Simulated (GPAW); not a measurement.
Runs of GPAW 26.7.0 on HfO2. It takes space group P4_2/nmc (No. 137, tetragonal). Conventional cell: a = 3.558 Å, b = 3.558 Å, c = 5.172 Å, α = 90.00°, β = 90.00°, γ = 90.00°. Hf (site symmetry -4m2) has 4 O at 2.05 Å as nearest neighbours. Around O (site symmetry 2mm) lie 2 Hf at 2.05 Å. Measurements of this composition are mostly on another form, of space group No. 14.

```tsv
level	potentials or basis	eigensolver	older calculator (legacy_gpaw)	gap on the mesh (eV)	pressure (GPa)	largest force (eV/Å)
PBE	GPAW PAW data sets (gpaw-data 1.2.1), pw	-	-	4.76	(a)	0.26
vdW-DF-cx	GPAW PAW data sets (gpaw-data 1.2.1), pw	-	-	4.72	-	0.27
TPSS	GPAW PAW data sets (gpaw-data 1.2.1), pw	davidson	-	4.85	8.1	0.38
revPBE	the program's PAW data sets (release 1.2.1) made for this functional, pw	-	-	4.80	14.9	0.32
AM05	PAW data sets generated in the run's folder for this functional, pw	-	-	4.66	2.8	0.20
optB88-vdW	GPAW PAW data sets (gpaw-data 1.2.1), pw	-	yes	4.77	-	0.23
LDA	the program's PAW data sets (release 1.2.1) made for this functional, pw	-	-	4.56	(b)	0.05
BLYP	PAW data sets generated in the run's folder for this functional, pw	davidson	-	(c)	15.1	0.15
```

Alike in all rows: task single point; no spin polarisation; cell as given; k mesh 7 × 7 × 5; cutoff (eV) 800; smearing fermi-dirac 0.05 eV.

Q: Fill in the values left out.

A: (a) 10.5; (b) -5.5; (c) 4.79.

Caveats: spin-orbit coupling is left out, which moves the levels of the heavy elements; an odd mesh through Γ misses points on the zone boundary, where band edges often lie; the PAW data sets were made with another functional, which shifts forces and pressure a little (some runs).

A k mesh can miss the band edges, and the runs leave out spin-orbit coupling on Hf.
